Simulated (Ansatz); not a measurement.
# The polar optical mode of BaO at -1 GPa, worked through

Level of theory: Ansatz 0.2.0, DFT PBEsol, scalar-relativistic, plane waves, PAW. Cutoff 420 eV, 8×8×8 k-points (Γ-centred), fixed occupations. No spin polarisation. Phonons by linear response, acoustic sum rule imposed.

The cell, relaxed at -1 GPa:
```cif
data_structure
_symmetry_space_group_name_H-M 'P 1'
_symmetry_Int_Tables_number 1
_cell_length_a 3.8990
_cell_length_b 3.8990
_cell_length_c 3.8990
_cell_angle_alpha 60.000
_cell_angle_beta 60.000
_cell_angle_gamma 60.000
_cell_volume 41.91
loop_
_atom_site_label
_atom_site_type_symbol
_atom_site_fract_x
_atom_site_fract_y
_atom_site_fract_z
_atom_site_occupancy
Ba1 Ba 0.00000 0.00000 0.00000 1
O1 O 0.50000 0.50000 0.50000 1
```

Spin–orbit coupling is left out, which matters for heavy elements.

Linear response gives ν_TO = 67.2 cm⁻¹, Born charges ±2.764 e (positive on Ba) and ε∞ = 4.269. The primitive cell holds 41.913 Å³, and the masses are 137.327 and 15.999 amu.

Question: Find ν_LO and the static dielectric constant.

Answer: The long-wave field adds a restoring force: ω_LO² − ω_TO² = Z*²e²/(ε_vac ε∞ μV). In these units ν_LO² − ν_TO² = 4.92064×10⁷ Z*²/(μ V ε∞) cm⁻², with μ = m₁m₂/(m₁ + m₂) = 14.330 amu: 146610 cm⁻². So ν_LO = √(67.2² + 146610) = 388.7 cm⁻¹, and the run gives 388.8. Lyddane–Sachs–Teller then gives ε0 = ε∞ (ν_LO/ν_TO)² = 142.91, against 142.89 in the run (it forms both from the same three quantities, so the match checks the arithmetic only). Between ν_TO and ν_LO the dielectric function is negative and an undamped crystal reflects fully: a reststrahlen band from 25.7 to 148.8 μm.

Question: What do the Clausius–Mossotti polarisability and the Szigeti charge come to?

Answer: With the Lorentz local field, α = (3V/4π)(ε∞ − 1)/(ε∞ + 2) = 5.22 Å³ for the pair, and e_S = 3Z*/(ε∞ + 2) = 1.32 e. The Born charge includes the electrons' response to the dipole's own local field, and e_S takes that enhancement out. The Lorentz field assumes point-like polarisable ions, a poor picture once ε∞ is this large, since the electron clouds then overlap or are shared, so both numbers are formal here.

Question: How strongly does a slow electron couple to the LO mode?

Answer: For one isotropic parabolic band, Fröhlich's constant is α_F = (1/ε∞ − 1/ε0) √(m* Ry/ħω_LO), with Ry = 13.606 eV, ħω_LO = 48.2 meV and m* in free-electron masses: α_F = 0.2272 × 16.80 × √m* = 3.82 √m*. The band mass isn't part of this run; for m* = 0.1, 0.3 and 1 it gives 1.21, 2.09, 3.82. In weak coupling the polaron lies α_F ħω_LO below the band edge (101 meV at m* = 0.3) with a mass m*(1 + α_F/6); past α_F of about 5 or 6 that expansion fails. A semilocal functional's ε∞ tends to be too large, which taken alone lowers α_F.